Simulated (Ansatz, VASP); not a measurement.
# Be: VASP beside Ansatz

```
Be
1.0
    -1.49913    1.22902    1.09677
     1.22902   -1.49913    1.09677
     2.71080    2.71080   -1.59149
Be
2
Direct
  0.95839 0.04161 0.00000
  0.79161 0.20839 0.50000
```

Alike in both runs: task single point; functional PBEsol; k mesh 20 × 20 × 10; occupations fermi-dirac, width 0.1 eV; no spin polarisation.

|  | VASP | Ansatz |
| --- | --- | --- |
| version | VASP 6.6.1 | Ansatz 0.2.0 |
| potentials or method | VASP PAW PBE potentials, release 64 (Be) | plane waves (420 eV) with PAW, scalar-relativistic |
| plane-wave cutoff (eV) | 520 | 420 |
| valence electrons in the cell | 4 | 4 |

```csv
,VASP,Ansatz,Ansatz less VASP
pressure (GPa),5.9,5.5,-0.42
largest component of the traceless stress (GPa),0.23,0.19,-0.038
```

The functional is the same, so the differences come from potentials, cutoffs and numerics. Ansatz warned: «pseudo_functional_mismatch».

Caveats: the PAW data sets were made with another functional, which shifts forces and pressure a little (VASP).
